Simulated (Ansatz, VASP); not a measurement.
**BN: VASP beside Ansatz**

```
CELL_PARAMETERS angstrom
2.49824 0.00000 0.00000
-1.24912 2.16354 0.00000
0.00000 0.00000 6.63570
ATOMIC_POSITIONS crystal
N 0.66667 0.33333 0.25000
N 0.33333 0.66667 0.75000
B 0.66667 0.33333 0.75000
B 0.33333 0.66667 0.25000
```

Alike in both runs: task single point; functional RPBE; k mesh 12 × 12 × 4; occupations gaussian, width 0.05 eV; no spin polarisation.

|  | VASP | Ansatz |
| --- | --- | --- |
| version | VASP 6.6.1 | Ansatz 0.2.0 |
| potentials or method | VASP PAW PBE potentials, release 64 (N_GW, B_GW) | Ansatz PAW |
| plane-wave cutoff (eV) | 550 | 420 |
| valence electrons in the cell | 16 | 16 |

```tsv
	VASP	Ansatz	Ansatz less VASP
gap on the k mesh at the Fermi level (eV)	4.41	4.41	-0.004
least direct gap on the mesh (eV)	4.75	4.74	-0.010
pressure (GPa)	8.5	9.0	+0.50
largest component of the traceless stress (GPa)	3.42	3.90	+0.478
```

Caveats: this functional lacks dispersion, which binds the layers, so the pressure and a relaxed spacing across them are unreliable; the PAW data sets were made with another functional, which shifts forces and pressure a little (VASP); the pressure holds a Pulay correction of +0.5 GPa for the finite cutoff (Ansatz); the PAW data sets come from PBE, with cores solved anew for the run's functional, which leaves a small shift of forces and pressure (Ansatz). A k mesh can miss the band edges.
